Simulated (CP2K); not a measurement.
Cs in CP2K: convergence with rel cutoff ry

Input of the first run (rel cutoff ry 20); the others differ in this setting and in those tied to it:

File cs_converge.inp:

```
&GLOBAL
  PROJECT cs_converge
  RUN_TYPE ENERGY_FORCE
  PRINT_LEVEL LOW
&END GLOBAL
&FORCE_EVAL
  METHOD QS
  STRESS_TENSOR ANALYTICAL
  &DFT
    BASIS_SET_FILE_NAME BASIS_MOLOPT
    POTENTIAL_FILE_NAME GTH_POTENTIALS
    &MGRID
      CUTOFF 450
      REL_CUTOFF 20
      NGRIDS 4
    &END MGRID
    &QS
      METHOD GPW
      EPS_DEFAULT 1.0E-9
    &END QS
    &KPOINTS
      SCHEME MONKHORST-PACK 5 5 5
      GAMMA_CENTERED T
      SYMMETRY T
      SYMMETRY_BACKEND SPGLIB
    &END KPOINTS
    &SCF
      SCF_GUESS ATOMIC
      EPS_SCF 1.0E-6
      MAX_SCF 100
      ADDED_MOS 8
      CHOLESKY OFF
      EPS_EIGVAL 1.0E-7
      &DIAGONALIZATION ON
        ALGORITHM STANDARD
      &END DIAGONALIZATION
      &MIXING ON
        METHOD BROYDEN_MIXING
        ALPHA 0.4
        BETA 1.5
        NBUFFER 8
      &END MIXING
      &SMEAR ON
        METHOD FERMI_DIRAC
        ELECTRONIC_TEMPERATURE [K] 1160.452
      &END SMEAR
    &END SCF
    &XC
      &XC_FUNCTIONAL PBE
      &END XC_FUNCTIONAL
    &END XC
    &PRINT
      &KPOINTS ON
      &END KPOINTS
      &MULLIKEN ON
      &END MULLIKEN
      &MO ON
        ENERGIES T
        OCCUPATION_NUMBERS T
        &EACH
          QS_SCF 0
        &END EACH
        ADD_LAST NUMERIC
      &END MO
    &END PRINT
  &END DFT
  &SUBSYS
    &CELL
      A 5.4929244769 0.0000000000 0.0000000000
      B 2.7146852579 4.9044359417 0.0000000000
      C 2.6913521704 1.6787424064 4.5696132345
      PERIODIC XYZ
    &END CELL
    &COORD
      SCALED
      Cs  0.0011970000 -0.0034070000 0.0007680000
    &END COORD
    &KIND Cs
      BASIS_SET DZVP-MOLOPT-SR-GTH-q9
      POTENTIAL GTH-PBE-q9
    &END KIND
    &PRINT
      &ATOMIC_COORDINATES ON
      &END ATOMIC_COORDINATES
      &CELL ON
      &END CELL
    &END PRINT
  &END SUBSYS
  &PRINT
    &FORCES ON
    &END FORCES
    &STRESS_TENSOR ON
    &END STRESS_TENSOR
  &END PRINT
&END FORCE_EVAL
```

Potentials or basis: GTH_POTENTIALS Cs GTH-PBE-q9; DZVP-MOLOPT-SR-GTH basis.

The run is started by

```bash
$ OMP_NUM_THREADS=1 cp2k.psmp -i cs_converge.inp -o cs_converge.out
```

The cell isn't the ideal one: cell strained at random at fixed volume.

This isn't the form of Cs at room conditions, which is bcc.

Hardware: 1 thread of Intel(R) Xeon(R) Platinum 8488C (Sapphire Rapids), on a shared host.

Q: The values tried are 20, 30, 40, 50, 60, 80, 100, loosest first. From which on does the energy stay within 1 meV/atom of the tightest run that finished?

A: From 30 on.

```csv
rel cutoff ry,"energy less the tightest run, at zero smearing (meV/atom)",pressure (GPa),SCF cycles,CPU time (s),peak memory (GiB)
20,-5.98,0.07,12,15,0.43
30,-0.28,0.00,12,15,0.43
40,0.00,0.00,12,14,0.43
50,-0.01,0.00,12,15,0.43
60,0.00,0.00,12,16,0.43
80,0.00,0.00,12,17,0.43
100,0.00,0.00,12,19,0.43
```

Against the tightest run, the pressure stays within 0.1 GPa from 20 on. The tightest run that finished is the yardstick and may itself not be fully converged.

Caveat, for the tightest run too: the basis of atomic orbitals isn't converged, which shifts pressures, moduli and gaps. Spin-orbit coupling is left out, which matters for the levels of Cs.
